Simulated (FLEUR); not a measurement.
# W (Im-3m) in FLEUR: further runs, part 2 of 2

FLEUR MaX-R8.1 (later development tree).

## 5. Equation of state, SCAN, 15.85 Å³/atom

inp.xml

```xml
<?xml version="1.0" encoding="UTF-8" standalone="no"?>
<fleurInput fleurInputVersion="0.39">
   <comment>
      W                                                                                                   
   </comment>
   <calculationSetup>
      <cutoffs Kmax="4.17" Gmax="12.9" GmaxXC="12.9" numbands="0"/>
      <scfLoop itmax="80" minDistance="0.0001" maxIterBroyd="30" imix="Anderson" alpha="0.05" precondParam="0.0" spinf="2.0" sdNocoIR="T"/>
      <coreElectrons ctail="F" frcor="F" kcrel="0" coretail_lmax="0"/>
      <xcFunctional name="LibXC" relativisticCorrections="F">
         <LibXCName exchange="mgga_x_scan" correlation="mgga_c_scan"/>
         <AuxGGA exchange="117" correlation="130"/>
      </xcFunctional>
      <magnetism jspins="1"/>
      <soc l_soc="F" theta="0.0" phi="0.0" spav="F"/>
      <expertModes spex="0" secvar="F"/>
      <geometryOptimization l_f="F" forcealpha="1.0" forcemix="BFGS" epsdisp="0.00001" epsforce="0.00001"/>
      <ldaU l_linMix="F" mixParam="0.05" spinf="1.0"/>
   </calculationSetup>
   <cell>
      <bzIntegration valenceElectrons="28.0" mode="hist" fermiSmearingEnergy="0.00183747">
         <kPointListSelection listName="default-1"/>
         <!-- k-points included here -->
         <xi:include xmlns:xi="http://www.w3.org/2001/XInclude" href="kpts.xml"> </xi:include>
      </bzIntegration>
      <!-- symmetry operations included here -->
      <xi:include xmlns:xi="http://www.w3.org/2001/XInclude" href="sym.xml"> </xi:include>
      <bulkLattice scale="1.0000000000">
         <bravaisMatrix>
            <row-1>   -2.9901986846301867     2.9901986846301867     2.9901986846301867</row-1>
            <row-2>    2.9901986846301867    -2.9901986846301867     2.9901986846301867</row-2>
            <row-3>    2.9901986846301867     2.9901986846301867    -2.9901986846301867</row-3>
         </bravaisMatrix>
      </bulkLattice>
   </cell>
   <atomSpecies>
      <species name="Tungsten (W)" element="W" atomicNumber="74">
         <mtSphere radius="2.35" gridPoints="793" logIncrement="0.017"/>
         <atomicCutoffs lmax="10" lnonsphr="10"/>
         <electronConfig flipSpins="F">
            <coreConfig>(1s1/2) (2s1/2) (2p1/2) (2p3/2) (3s1/2) (3p1/2) (3p3/2) (4s1/2) (3d3/2) (3d5/2) (4p1/2) (4p3/2) (4d3/2) (4d5/2)</coreConfig>
            <valenceConfig>(5s1/2) (5p1/2) (5p3/2) (6s1/2) (4f5/2) (4f7/2) (5d3/2) (5d5/2)</valenceConfig>
            <stateOccupation state="(5d3/2)" spinUp="0.800000" spinDown="0.800000"/>
            <stateOccupation state="(5d5/2)" spinUp="1.200000" spinDown="1.200000"/>
         </electronConfig>
         <energyParameters s="6" p="6" d="5" f="4"/>
         <lo type="SCLO" l="0" n="5" eDeriv="0"/>
         <lo type="SCLO" l="1" n="5" eDeriv="0"/>
         <lo type="SCLO" l="2" n="5" eDeriv="2"/>
         <lo type="SCLO" l="3" n="4" eDeriv="2"/>
      </species>
   </atomSpecies>
   <atomGroups>
      <atomGroup species="Tungsten (W)">
         <relPos label="                   1">.0000000000 .0000000000 .0000000000</relPos>
         <force calculate="T" relaxXYZ="TTT"/>
      </atomGroup>
   </atomGroups>
   <output dos="F" band="F" slice="F">
      <checks vchk="F" cdinf="F"/>
      <bandDOS minEnergy="-.5*Htr" maxEnergy="0.5*Htr" sigma="0.015" storeEVData="T"/>
      <vacuumDOS vacdos="F" integ="F" star="F" nstars="0" locx1="0.0" locy1="0.0" locx2="0.0" locy2="0.0" nstm="0" tworkf="0.0"/>
      <unfoldingBand unfoldBand="F" supercellX="1" supercellY="1" supercellZ="1"/>
      <plotting iplot="0" polar="F">
         <plot TwoD="T" vec1="  1.0  0.0  0.0" vec2="  0.0  1.0  0.0" vec3="  0.0  0.0  1.0" zero="  0.0  0.0  0.0" file="plot"/>
      </plotting>
      <chargeDensitySlicing numkpt="0" minEigenval="0.0" maxEigenval="0.0" nnne="0" pallst="F"/>
      <specialOutput eonly="F"/>
      <moessbauerParams electricFieldGradient="T" isomerShift="T" coreHyperfine="T" valenceHyperfine="T"/>
      <magneticCircularDichroism mcd="F" energyLo="-10.0" energyUp="0.0"/>
   </output>
  <!-- We include the file relax.xml here to enable relaxations (see documentation) -->
  <xi:include xmlns:xi="http://www.w3.org/2001/XInclude" href="relax.xml"> <xi:fallback/> </xi:include>
</fleurInput>
```

Run with:

```bash
$ inpgen -f crystal.txt -profile fastHighL
$ # inp.xml edited to the form shown
$ fleur_MPI
```

It took 38 s on 1 thread of Intel Xeon at 2.70GHz, shared host; peak memory 0.09 GiB.

It converged, with:

```
Free energy                                           : -439888.5425 eV
Band gap on the k mesh                                : none (metal or under the smearing width)
Valence electrons inside the program's atomic spheres : W 25.50 (radii W 2.35 bohr)
```

Caveat: the meta-GGA is that of a development version, with a GGA for the radial functions and cores and without core tails.

## 6. Equation of state, SCAN, 16.48 Å³/atom (volume scaled by 1.04)

inp.xml, as its differences from that of step 5:

```diff
@@ -27,3 +27,3 @@
       <xi:include xmlns:xi="http://www.w3.org/2001/XInclude" href="sym.xml"> </xi:include>
-      <bulkLattice scale="1.0000000000">
+      <bulkLattice scale="1.0131594038">
          <bravaisMatrix>
```

Potentials or basis: all-electron, FLAPW.

Run with:

```bash
$ inpgen -f crystal.txt -profile fastHighL
$ # inp.xml edited to the form shown
$ fleur_MPI
```

It took 35 s on 1 thread of Intel Xeon at 2.70GHz, shared host; peak memory 0.09 GiB.

It converged, with:

* Free energy: -439888.5012 eV
* Band gap on the k mesh: none (metal or under the smearing width)
* Valence electrons inside the program's atomic spheres: W 25.43 (radii W 2.35 bohr)

Caveat: the meta-GGA is that of a development version, with a GGA for the radial functions and cores and without core tails.

## 7. Equation of state, SCAN, 16.80 Å³/atom (volume scaled by 1.06)

inp.xml, as its differences from that of step 6:

```diff
@@ -27,3 +27,3 @@
       <xi:include xmlns:xi="http://www.w3.org/2001/XInclude" href="sym.xml"> </xi:include>
-      <bulkLattice scale="1.0131594038">
+      <bulkLattice scale="1.0196128224">
          <bravaisMatrix>
```

Run with:

```bash
$ inpgen -f crystal.txt -profile fastHighL
$ # inp.xml edited to the form shown
$ fleur_MPI
```

It took 39 s on 1 thread of Intel Xeon at 2.70GHz, shared host; peak memory 0.09 GiB.

Results (log left out):

```yaml
Free_energy: -439888.4655 eV
Band_gap_on_the_k_mesh: none (metal or under the smearing width)
Valence_electrons_inside_the_program's_atomic_spheres: W 25.39 (radii W 2.35 bohr)
```

Caveat: the meta-GGA is that of a development version, with a GGA for the radial functions and cores and without core tails.

## 8. Equation of state, SCAN

This step only gathers the single runs of the series.

What came out:

| Item | Value |
| --- | --- |
| Equilibrium volume | 15.61 Å³/atom |
| Bulk modulus | 323 GPa |

Energy against volume, from the lowest point:
```csv
volume (Å³/atom),energy (meV/atom)
14.897,31.90
15.214,7.02
15.848,0.00
16.482,41.32
16.798,77.06
```

Caveat: the meta-GGA is that of a development version, with a GGA for the radial functions and cores and without core tails.
